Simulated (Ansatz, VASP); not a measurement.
# BN in VASP and in Ansatz

```
B N
1.0
     2.54215    0.00000    0.00000
    -1.27108    2.20157    0.00000
     0.00000    0.00000    4.16063
B N
2 2
Direct
  0.33333 0.66667 0.99966
  0.66667 0.33333 0.49966
  0.33333 0.66667 0.37434
  0.66667 0.33333 0.87434
```

Alike in both runs: task single point; functional PBEsol; k mesh 9 × 9 × 6; no spin polarisation.

|  | VASP | Ansatz |
| --- | --- | --- |
| version | VASP 6.6.1 | Ansatz 0.2.0 |
| potentials or method | VASP PAW PBE potentials, release 64 (B, N) | scalar-relativistic, plane waves, PAW |
| plane-wave cutoff (eV) | 520 | 600 |
| occupations | gaussian, width 0.01 eV | fixed |
| valence electrons in the cell | 16 | 16 |

Ansatz gave:

* gap on the k mesh at the Fermi level (eV): 5.00
* least direct gap on the mesh (eV): 8.21

Q: Estimate VASP's values.

A: gap on the k mesh at the Fermi level (eV): 4.98; least direct gap on the mesh (eV): 8.20.

Ansatz warned: «pseudo_functional_mismatch».

Caveats: an odd mesh through Γ misses points on the zone boundary, where band edges often lie. PBEsol gaps usually lie below the measured ones, often by a third to a half.
